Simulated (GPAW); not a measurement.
# Quasiparticle gap of CdS (Greenockite) in GPAW

Wanted: ground state, empty states, screening and self-energy for CdS (Greenockite).

Method: PBE and many-body steps on it, plane waves, in GPAW 26.7.0.

The database entry behind the starting cell differs from later determinations by our own check (about 0.35 % long), so it need not match the best structure at ambient conditions.

**1. The structure**

The structure is hexagonal, space group P6_3mc (No. 186). The conventional cell has a = 4.150 Å, b = 4.150 Å, c = 6.737 Å, α = 90.00°, β = 90.00°, γ = 120.00°. Nearest to Cd lie 4 S at 2.53 to 2.54 Å. S has 4 Cd at 2.53 to 2.54 Å nearest. Farther neighbours and most contacts between anions are not listed.

The cell and positions come from the Crystallography Open Database and are kept as given unless a step says otherwise.

**2. Ground state**

This step: GPAW 26.7.0; DFT, PBE, plane waves, PAW.

The ground-state density comes first.

Input file run.py:

```python
import json
import numpy as np
from gpaw.mpi import world
from ase import Atoms
from gpaw import GPAW, PW, FermiDirac

atoms = Atoms(['Cd', 'Cd', 'S', 'S'],
    cell=[[4.1500000000, 0.0000000000, 0.0000000000],
      [-2.0750000000, 3.5940054257, 0.0000000000],
      [0.0000000000, 0.0000000000, 6.7370000000]],
    scaled_positions=[[0.3333333333, 0.6666666667, 0.0000000000],
      [0.6666666667, 0.3333333333, 0.5000000000],
      [0.3333333333, 0.6666666667, 0.3750000000],
      [0.6666666667, 0.3333333333, 0.8750000000]],
    pbc=(True, True, True))
calc = GPAW(mode=PW(450),
    xc='PBE',
    kpts={'size': (6, 6, 4), 'gamma': True},
    occupations=FermiDirac(0.001),
    nbands=-8,
    convergence={'density': 1e-6, 'bands': -3},
    maxiter=100,
    txt='gs.txt')
atoms.calc = calc
res = {'energy': atoms.get_potential_energy()}
kpts = calc.get_ibz_k_points()
res['kpts'] = kpts
res['eigenvalues'] = [calc.get_eigenvalues(kpt=k) for k in range(len(kpts))]
res['n_electrons'] = calc.get_number_of_electrons()
calc.write('gs.gpw')

if world.rank == 0:
    with open('result.json', 'w') as f:
        json.dump(res, f, default=lambda x: x.tolist())
```

On the command line:

```bash
$ mpirun -n 8 gpaw python run.py
```

Numbers of over 12 decimals in the logs are rounded to 6 here.

The log of the run:

```text
__  _  _
 | _ |_)|_||  |
 |__||  | ||/\| - 26.7.0

Input parameters:
  mode=PW(ecut=450.000000),
  convergence={'density': 1e-06, 'bands': -3},
  kpts=MonkhorstPack(size=(6, 6, 4), gamma=True),
  maxiter=100,
  nbands=-8,
  occupations=Occupations(name='fermi-dirac', width=0.001, fixmagmom=False),
  xc=XC(name='PBE')
  [... matrices ...]
Diagonalizing LCAO Hamiltonian
Converting LCAO to pw mode

            S

            Cd
        S

        Cd

Atoms  # Å, Bohr magnetons
|   | symbol |         x |        y |        z |    initial magnetic moments |
| 0 |     Cd | -0.000000 | 2.396004 | 0.000000 | ( 0.0000,  0.0000,  0.0000) |
| 1 |     Cd |  2.075000 | 1.198002 | 3.368500 | ( 0.0000,  0.0000,  0.0000) |
| 2 |      S | -0.000000 | 2.396004 | 2.526375 | ( 0.0000,  0.0000,  0.0000) |
| 3 |      S |  2.075000 | 1.198002 | 5.894875 | ( 0.0000,  0.0000,  0.0000) |

Unit cell  # Å
| periodic |         x |        y |        z |  lengths |     angles |
|      yes |  4.150000 | 0.000000 | 0.000000 | 4.150000 |  90.000000 |
|      yes | -2.075000 | 3.594005 | 0.000000 | 4.150000 |  90.000000 |
|      yes |  0.000000 | 0.000000 | 6.737000 | 6.737000 | 120.000000 |

Number of symmetries: 6
Symmetry operations  # r_c * U_cc + t_c -> r_c
|   | kind |            matrix            |
| 0 |  σ   |  1, 1, 0,  0,-1, 0,  0, 0, 1 |
| 1 |  E   |  1, 0, 0,  0, 1, 0,  0, 0, 1 |
| 2 |  C3  |  0, 1, 0, -1,-1, 0,  0, 0, 1 |
| 3 |  σ   |  0,-1, 0, -1, 0, 0,  0, 0, 1 |
| 4 |  σ   | -1, 0, 0,  1, 1, 0,  0, 0, 1 |
| 5 |  C3  | -1,-1, 0,  1, 0, 0,  0, 0, 1 |

BZ-sampling:
  Number of BZ points: 144
  Number of IBZ points: 24

  Monkhorst-Pack size: [6, 6, 4]
  Monkhorst-Pack shift: [0.083333, 0.083333, 0.125]

K-points  # in reciprocal-cell coordinates
|     |                                coordinates |     weight |
|   0 | (  0.00000000,   0.00000000,   0.00000000) | 0.00694444 |
|   1 | (  0.00000000,   0.00000000,   0.25000000) | 0.01388889 |
|   2 | (  0.00000000,   0.00000000,   0.50000000) | 0.00694444 |
|   3 | (  0.16666667,   0.00000000,  -0.25000000) | 0.04166667 |
|   4 | (  0.16666667,   0.00000000,   0.00000000) | 0.04166667 |
|   5 | (  0.16666667,   0.00000000,   0.25000000) | 0.04166667 |
|   6 | (  0.16666667,   0.00000000,   0.50000000) | 0.04166667 |
|   7 | (  0.33333333,  -0.16666667,   0.00000000) | 0.04166667 |
|   8 | (  0.33333333,  -0.16666667,   0.25000000) | 0.08333333 |
|   9 | (  0.33333333,  -0.16666667,   0.50000000) | 0.04166667 |
| ... |                                            |            |
|  23 | (  0.50000000,   0.50000000,   0.50000000) | 0.02083333 |

Plane wave coefficients: 2202
Cutoff: 450.000000 eV

Spin-components: 1 (collinear spins)
Bands:           26
Projectors:      22
Spin-degeneracy: 2
Datatype:        complex128

  Storage: CPU
  Wave functions: 21_854_976 bytes (2_731_872 per core)
  Projectors: 20_173_824 bytes (2_521_728 per core)
  [... matrices ...]
Parallelization:
  kpt:    8
  domain: 1
  band:   1

Density:
  Valence electrons: 36.0
  Components: 1
  Grid points: [21 21 35]
  Charge: 0.0  # |e|

Potential:
  Grid points: [21 21 35]

species:
  Cd:
    name:    Cadmium
    Z:       48.0
    valence: 12
    core:    36
    charge:  0.0  # [|e|]
    compensation charges:
      type: gauss
      rc: 0.38  # [Å]
      lmax: 2
    cutoffs:
      filter: 2.12  # [Å]
      core: 2.62  # [Å]
    projectors
    | kind |    occ | energy [eV] | rcut [Å] |
    |   5s |  2.000 |      -5.655 |    1.191 |
    |   5p |  0.000 |      -1.186 |    1.228 |
    |   4d | 10.000 |     -11.739 |    1.164 |
    |    s |        |      21.556 |    1.191 |
    |    p |        |      26.026 |    1.228 |
    |    d |        |      15.473 |    1.164 |

    Using partial waves for Cd as LCAO basis

  S:
    name:    Sulfur
    Z:       16.0
    valence: 6
    core:    10
    charge:  0.0  # [|e|]
    compensation charges:
      type: gauss
      rc: 0.24  # [Å]
      lmax: 2
    cutoffs:
      filter: 1.77  # [Å]
      core: 1.66  # [Å]
    projectors
    | kind |    occ | energy [eV] | rcut [Å] |
    |   3s |  2.000 |     -17.254 |    0.974 |
    |   3p |  4.000 |      -7.008 |    0.979 |
    |    s |        |       9.957 |    0.974 |
    |    p |        |      20.203 |    0.979 |
    |    d |        |       0.000 |    0.900 |

    Using partial waves for S as LCAO basis

Reference energy: -326061.476468  # eV

eigensolver:
  PPCG
  Converge bands: -3
  niter=2

density mixing:
  MSR1-Mixer
  Pratt-step length: 0.05
  Maximum mixing coefficient: 0.75
  Old densities: 10
  SVD Regularization: 0.005
  Good broyden scale: 1.0
  Trust region scale: 1.0
  Backstep threshold: 4.0
  History deletion threshold: 6.0
  Fourier metric: weight=20.0, sigma=0.015

occupation numbers:
  Fermi-Dirac:
    width: 0.0010  # eV

poisson solver:
  ecut: 3600.000000  # eV

xc functional:
  name: PBE with 2 nearest neighbor stencil

Initialization done in: 0.945 s

convergence criteria:
- Maximum integral of absolute [dens]ity change: 1e-06 electrons / valence electron
- Maximum [total energy] change in last 3 cyles: 0.0005 eV / valence electron
- Maximum integral of absolute [eigenst]ate change: 4e-08 eV^2 / valence electron
maximum number of iterations: 100

SCF iterations
|iter     |     time |      energy | eigst |  dens |
|iter:   1|  |  -13.620537 | +0.70 |       |
|iter:   2|  |  -13.396827 | -0.84 | -1.12 |
|iter:   3|  |  -12.606806 | -1.04 | -1.16 |
|iter:   4|  |  -12.599743 | -2.92 | -1.70 |
|iter:   5|  |  -12.598593c| -3.38 | -2.14 |
|iter:   6|  |  -12.598720c| -4.69 | -2.76 |
|iter:   7|  |  -12.598734c| -5.94 | -3.46 |
|iter:   8|  |  -12.598734c| -6.86 | -4.31 |
|iter:   9|  |  -12.598734c| -7.45c| -4.93 |
|iter:  10|  |  -12.598734c| -7.67c| -5.21 |
|iter:  11|  |  -12.598734c| -8.54c| -5.91 |
|iter:  12|  |  -12.598734c| -9.02c| -6.35c|

Converged in 12 steps
SCF loop duration: 4.588 s (0.382 s/step)
Energy contributions relative to reference atoms: (reference = -326061.476468)
  [... matrices ...]
Energy contributions:
  Kinetic:          37.208545
  Coulomb:         -33.662911
  Zero:              0.280870
  External:          0.000000
  Xc:              -16.425238
  Entropy:          -0.000000
  Spinorbit:         0.000000
  ----------------------------
  Free energy:     -12.598734
  Extrapolated:    -12.598734

dipole moment: (-0.000006, -0.000018, -18.973556)  # |e|*Ang

Fermi level: 3.620
Eigenvalues  # (at kpt = [0.000, 0.000, 0.000])
| band index |      eig [eV] | occ [0-2] |
|          0 |        -8.847 |     2.000 |
|        ... |               |           |
|         10 |        -3.653 |     2.000 |
|         11 |        -3.319 |     2.000 |
|         12 |        -0.882 |     2.000 |
|         13 |         2.700 |     2.000 |
|         14 |         2.700 |     2.000 |
|         15 |         3.421 |     2.000 |
|         16 |         3.465 |     2.000 |
|         17 |         3.465 |     2.000 |
|         18 |         4.642 |     0.000 |
|         19 |         6.238 |     0.000 |
|         20 |         9.890 |     0.000 |
|         21 |         9.890 |     0.000 |
|         22 |        10.217 |     0.000 |
|         23 |        10.995 |     0.000 |
|         24 |        10.995 |     0.000 |
|         25 |        11.130 |     0.000 |

Gap: 1.178 eV
Transition (v -> c):
  (s=0, k=0, n=17, [0.00, 0.00, 0.00]) -> (s=0, k=0, n=18, [0.00, 0.00, 0.00])
No difference between direct/indirect transitions
# Writing to gs.gpw (mode='')
  [... matrices ...]
```

Run time: 7.3 s. Hardware: 8 MPI ranks of Intel Xeon 6975P-C (Granite Rapids), shared host; peak memory 1.4 GiB; 48 s of CPU time.

Numbers from this step:

| Item | Value |
| --- | --- |
| total energy | -12.60 eV |
| gap | 1.178 eV |
| k of the valence top | 0, 0, 0 |
| k of the conduction bottom | 0, 0, 0 |
| least direct gap | 1.178 eV |

The gap is direct, at Γ.

**3. Empty states on the mesh, 3×3×4 mesh, 655 bands**

The sums over transitions need many empty states on a uniform mesh; this step solves for them.

Input file run.py:

```python
import json
import numpy as np
from gpaw.mpi import world
from gpaw import GPAW

calc = GPAW('gs.gpw').fixed_density(kpts={'size': (3, 3, 4), 'gamma': True},
    parallel={'domain': 1, 'band': 1},
    txt='nscf.txt')
calc.diagonalize_full_hamiltonian(nbands=655)
calc.write('full.gpw', mode='all')
res = {}
kpts = calc.get_ibz_k_points()
res['kpts'] = kpts
res['eigenvalues'] = [calc.get_eigenvalues(kpt=k) for k in range(len(kpts))]
res['n_electrons'] = calc.get_number_of_electrons()

if world.rank == 0:
    with open('result.json', 'w') as f:
        json.dump(res, f, default=lambda x: x.tolist())
```

On the command line:

```bash
$ mpirun -n 8 gpaw python run.py
```

The log of the run:

```text
Diagonalizing LCAO Hamiltonian
Converting LCAO to pw mode
convergence criteria:
- Maximum integral of absolute [eigenst]ate change: 4e-08 eV^2 / valence electron
maximum number of iterations: 100

SCF iterations
|iter     |     time |      energy | eigst |  dens |
|iter:   1|  |             | +0.68 |       |
|iter:   2|  |             | -0.97 |       |
|iter:   3|  |             | -2.11 |       |
[...]
|iter:   9|  |             | -6.88 |       |
|iter:  10|  |             | -7.40 |       |
|iter:  11|  |             | -7.90c|       |
SCF steps: 11
  __  _  _
 | _ |_)|_||  |
 |__||  | ||/\| - 26.7.0

Input parameters:
  mode=PW(ecut=450.000000),
  convergence={'density': 1e-06, 'bands': -3},
  gpts=array([21, 21, 35]),
  kpts=MonkhorstPack(size=(3, 3, 4), gamma=True),
  maxiter=100,
  nbands=26,
  occupations=Occupations(name='fermi-dirac', width=0.001, fixmagmom=False),
  parallel={'domain': 1, 'band': 1},
  xc=XC(name='PBE')
Matrix size: 2189x2189
# Writing to full.gpw (mode='all')
  [... matrices ...]

timing:  # [seconds]
  Total: 15.135  # ━━━━━━━━━━━━━━━━━━━━━━━━━━━━━━━━━━━━━━━━━━━━━━━━━━━━━━━━━━
```

The job ended after 19 s (8 MPI ranks; peak memory 3.9 GiB).

This step gave:

```
gap                                                           : 1.178 eV
k of the valence top                                          : 0, 0, 0
k of the conduction bottom                                    : 0, 0, 0
least direct gap                                              : 1.178 eV
k points computed                                             : 10
lowest point of the top converged band, above the valence top : 189.7169 eV
```

On this mesh the gap is 1.178 eV.

**4. Screening and self-energy, 3×3×4 mesh, 299 bands, screening to 120 eV**

Now the one-shot GW correction: screening in the RPA, then the self-energy of the levels asked for.

This step: G0W0 on PBE, plane waves, PAW.

Input file run.py:

```python
import json
import numpy as np
from gpaw.mpi import world
from gpaw.response.g0w0 import G0W0

gw = G0W0('full.gpw',
    filename='gw',
    kpts=[0],
    bands=(16, 20),
    ecut=120,
    nbands=299,
    integrate_gamma='WS',
    ppa=True)
gw.calculate()
res = {mode: {k: v for k, v in r.items() if k != 'sigma_eskwn'}
       for mode, r in gw.all_results.items()}

if world.rank == 0:
    with open('result.json', 'w') as f:
        json.dump(res, f, default=lambda x: x.tolist())
```

On the command line:

```bash
$ mpirun -n 8 gpaw python run.py
```

The log of the run:

```text
Using integrator: PointIntegrator
FrequencyGridDescriptor(from 0.000+0.000j to 0.000+27.211j eV, 2 points)
Nonperiodic BCs:  [False False False]
Using integrator: PointIntegrator
FrequencyGridDescriptor(from 0.000+0.000j to 0.000+27.211j eV, 2 points)
Nonperiodic BCs:  [False False False]
  ___  _ _ _
 |   || | | |
 | | || | | |
 |__ ||_____|
 |___|

BZ k-points: Symmetries present (total): 6

  [... matrices ...]
36 k-points: 3 x 3 x 4 Monkhorst-Pack grid + [0.000000,0.000000,1/8]
10 k-points in the irreducible part of the Brillouin zone
       k-points in crystal coordinates                weights
   0:     0.00000000    0.00000000    0.00000000          1/36
   1:     0.00000000    0.00000000    0.25000000          2/36
   2:     0.00000000    0.00000000    0.50000000          1/36
   3:     0.33333333    0.00000000   -0.25000000          6/36
   4:     0.33333333    0.00000000    0.00000000          6/36
   5:     0.33333333    0.00000000    0.25000000          6/36
   6:     0.33333333    0.00000000    0.50000000          6/36
   7:     0.33333333    0.33333333    0.00000000          2/36
   8:     0.33333333    0.33333333    0.25000000          4/36
   9:     0.33333333    0.33333333    0.50000000          2/36

Distributing spins, k-points and bands (1 x 1 x 4) over 8 processes
Number of blocks: 1

Quasi particle states:
k-points (IBZ indices): [0]
Band range: (16, 20)
  [... matrices ...]
Computational parameters:
Plane wave cut-off: 120 eV
Number of bands: 299
Coulomb cutoff: None
Broadening: 0.1 eV

fxc modes: GW
Kernel: RPA
Using Godby-Needs plasmon-pole approximation:
  Fitting energy: i*E0, E0 = 1.000 Hartree
Summing all q:

Calculating screened Coulomb potential
No Coulomb truncation
FrequencyGridDescriptor(from 0.000+0.000j to 0.000+27.211j eV, 2 points)
Removing empty qpoint cache files...

Calculating chi0 body with:
    Ground state adapter containing:
    Number of spins: 1
    Number of kpoints: 36
    Number of irreducible kpoints: 10
    Number of completely occupied states: 18
    Number of partially occupied states: 18
    Occupied states memory: 4.239349 M / cpu

    Linear response parametrization:
    q_c: [0.0, 0.0, 0.0]
    Number of frequency points: 2
    Planewave cutoff: 120.0
    Number of bands: 299
    Number of planewaves: 313
    Broadening (eta): 1e-06
    comm.size: 8
    kncomm.size: 8
    blockcomm.size: 1

    Memory estimate of potentially large arrays:
        chi0_wGG: 2.989777 M / cpu
Integrating chi0 body.

Symmetries of q_c:
    Direct symmetries (Uq -> q): 6
    Indirect symmetries (TUq -> q): 6
In total 12 allowed symmetries.

  [... matrices ...]
10 groups of equivalent kpoints. 72.222222% reduction.

Integral kind: response function
Integrating chi0 head and wings.

Symmetries of q_c:
    Direct symmetries (Uq -> q): 6
    Indirect symmetries (TUq -> q): 6
In total 12 allowed symmetries.

  [... matrices ...]
10 groups of equivalent kpoints. 72.222222% reduction.

Integral kind: response function wings

Calculating chi0 body with:
    Ground state adapter containing:
    Number of spins: 1
    Number of kpoints: 36
    Number of irreducible kpoints: 10
    Number of completely occupied states: 18
    Number of partially occupied states: 18
    Occupied states memory: 4.239349 M / cpu

[... the further q-points ...]

Results:
f:      Occupation numbers
eps:     KS-eigenvalues [eV]
vxc:     KS vxc [eV]
exx:     Exact exchange [eV]
sigma:   Self-energies [eV]
dsigma:  Self-energy derivatives
Z:       Renormalization factors
qp:      QP-energies [eV]

k-point 0 (0): (0.000, 0.000, 0.000)                GW
band       f     eps     vxc     exx   sigma  dsigma       Z      qp
                                                                   GW
  16   1.000   3.465 -18.082 -21.074   2.121  -0.276   0.784   2.782
  17   1.000   3.465 -18.082 -21.074   2.121  -0.276   0.784   2.782
  18   0.000   4.642 -12.428  -8.561  -3.592  -0.230   0.813   4.866
  19   0.000   6.238 -12.420  -7.969  -3.983  -0.232   0.812   6.618
```

Elapsed: 77 s, on 8 MPI ranks; peak memory 3.3 GiB.

Numbers from this step:

* G0W0 gap on the points computed: 2.084 eV
* least direct G0W0 gap on the computed points: 2.084 eV
* Z at the valence top: 0.7839
* Z at the conduction bottom: 0.8132
* starting gap on the mesh: 1.178 eV
* k of the valence top: 0, 0, 0
* k of the conduction bottom: 0, 0, 0

The gap on the mesh goes from 1.18 eV to 2.08 eV, a correction of +0.91 eV.

Limits: finite bands, cutoff and mesh; no spin-orbit coupling; coarse k mesh. v1 is the top filled band, c1 the lowest empty one. The levels before and after the correction (eV, zero at the valence-band top of each column):

```tsv
	conduction bottom	valence top
Kohn-Sham	1.18	0.00
G0W0	2.08	0.00
```

```tsv
	level	energy (eV)
Kohn-Sham	Γ v2-v1	0.000
Kohn-Sham	Γ c1	1.178
Kohn-Sham	Γ c2	2.773
G0W0	Γ v2-v1	0.000
G0W0	Γ c1	2.084
G0W0	Γ c2	3.836
```

**5. Where the time went**

Times are wall times on 8 MPI ranks of Intel Xeon 6975P-C (Granite Rapids), shared host, good to a factor of about two.

```tsv
step	time	share	memory (GiB)
ground state	7.3 s	7 %	1.4
empty states on the mesh	19 s	19 %	3.9
screening and self-energy	77 s	74 %	3.3
```

**6. Outcome**

| Quantity | Value |
| --- | --- |
| PBE gap | 1.18 eV, direct |
| G0W0 gap on the mesh | 2.08 eV |
| GW settings | 3×3×4 mesh, 299 bands, screening to 120 eV, Godby-Needs plasmon pole |
| known limits | not at the basis limit; no spin-orbit coupling; coarse k mesh |

**Reading.** G0W0 moves the gap on the mesh from 1.18 eV to 2.08 eV (+0.91 eV), with Z of 0.78 and 0.81 at the edges. Only 1 of the mesh's irreducible points was corrected, so a valley elsewhere could overtake. The dearest step here is «screening and self-energy». Bands and cutoff are finite, so the gap is not at the basis limit. The miss can reach some tenths of an eV and take either sign; the mesh is an error of its own. These stock PAW sets were not made for GW. In the G0W0 run levels were corrected at 1 k point alone, so a gap called «on the mesh» is the least over those, and an edge elsewhere would be missed. The 3×3×4 mesh is coarse for this cell, which bears on the long-range parts of exchange and screening. The many-body steps are scalar-relativistic: spin-orbit coupling is not in them.

[Paths, hosts, dates, memory and timing lines, banners, echoed tables and standing remarks are left out of the program output.]

[Logs are printed without paths, hosts, clocks, repeated set-up lines and the standing remarks that a program may print on its own settings, such as how far it seeks lower states.]

[Runs of the session that timed out or met a known fault of the program may be left out.]

[Hosts, paths, dates, database ids (printed as entryN), source tags and the programs' standing remarks are cut or masked in the printed files.]
